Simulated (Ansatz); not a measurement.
# BaS (NiAs type): equation of state and elastic constants

The task here is to estimate one member of a computed series from the others.

Method: DFT PBEsol, scalar-relativistic, plane waves, PAW, in Ansatz 0.2.0.

## Starting point

The structure is hexagonal, space group P6_3/mmc (No. 194). Conventional cell: a = 4.376 Å, b = 4.376 Å, c = 7.684 Å, α = 90.00°, β = 90.00°, γ = 120.00°. Ba (site symmetry -3m) has 6 S at 3.17 Å as nearest neighbours. S (site symmetry -6m2) has 6 Ba at 3.17 Å as nearest neighbours.

Structure file:

```cif
data_structure
_symmetry_space_group_name_H-M 'P 1'
_symmetry_Int_Tables_number 1
_cell_length_a 4.3758
_cell_length_b 4.3758
_cell_length_c 7.6836
_cell_angle_alpha 90.000
_cell_angle_beta 90.000
_cell_angle_gamma 120.000
_cell_volume 127.41
loop_
_atom_site_label
_atom_site_type_symbol
_atom_site_fract_x
_atom_site_fract_y
_atom_site_fract_z
_atom_site_occupancy
Ba1 Ba 0.00000 0.00000 0.00000 1
Ba2 Ba 0.00000 0.00000 0.50000 1
S1 S 0.33333 0.66667 0.25000 1
S2 S 0.66667 0.33333 0.75000 1
```

An earlier run at PBEsol left this cell at 31.853 Å³/atom and 0.00 GPa (8×8×6 mesh).

Volume factors to run: 0.980, 1.020, 0.960, 1.040.

Set-up of the first run:

File input.yaml:

```yaml
crystal:
  lattice:
    - [4.3464454052, 0.0, 0.0]
    - [-2.1732227026, 3.764132137, 0.0]
    - [0.0, 0.0, 7.6320727734]
  atoms:
    - { symbol: Ba, position: [0.0, 0.0, 0.0] }
    - { symbol: Ba, position: [0.0, 0.0, 0.5] }
    - { symbol: S, position: [0.3333333333, 0.6666666667, 0.25] }
    - { symbol: S, position: [0.6666666667, 0.3333333333, 0.75] }
basis:
  ecutwfc: 420
  ecutrho_ratio: 4
kpoints:
  mp_grid: { grid: [8, 8, 6] }
hamiltonian:
  xc: pbesol
scf:
  occupations: { method: gaussian, width: 0.05 }
output:
  forces: true
  stress: true
  eigenvalues: true
relax:
  f_tol: 0.01
  max_steps: 40
  cell: { stress_tol: 0.1, fix: [volume] }
```

Run with:

```console
ansatz run input.yaml --threads 4 --pin off --max-ram 4096MiB --backend cpu --events-out ev --progress --plain --runs-dir out
```

Among the steps run: At 0.980 of the relaxed volume; At 1.020 of the relaxed volume; At 0.960 of the relaxed volume; Scaling the volume by 1.040.

One of the session's tables, all rows but one given; the rest of the session is left out.

It belongs to the step «Energy and pressure against volume». 

```
volume (Å³/atom)  energy (meV/atom)  pressure (GPa)  gap (eV)
          30.579               7.52            1.96      2.21
          31.216               1.82            0.93      2.24
          31.853               0.00            0.00      2.26
          32.490                  ?               ?         ?
          33.128               6.56           -1.59      2.30
```

Q: Estimate the row for volume (Å³/atom) = 32.490 from the others.

Worked estimate for «energy (meV/atom)». A straight line through the neighbours (31.853, 0.00) and (33.128, 6.56) gives 0.00 + (6.56 − 0.00) × (32.490 − 31.853) / (33.128 − 31.853) = 3.28; a parabola fitted to 3 rows on both sides gives 1.58.

**Answer.** energy (meV/atom): 1.71; pressure (GPa): -0.84; gap (eV): 2.28. In «energy (meV/atom)» the line misses by +1.57 and the parabola by -0.13.
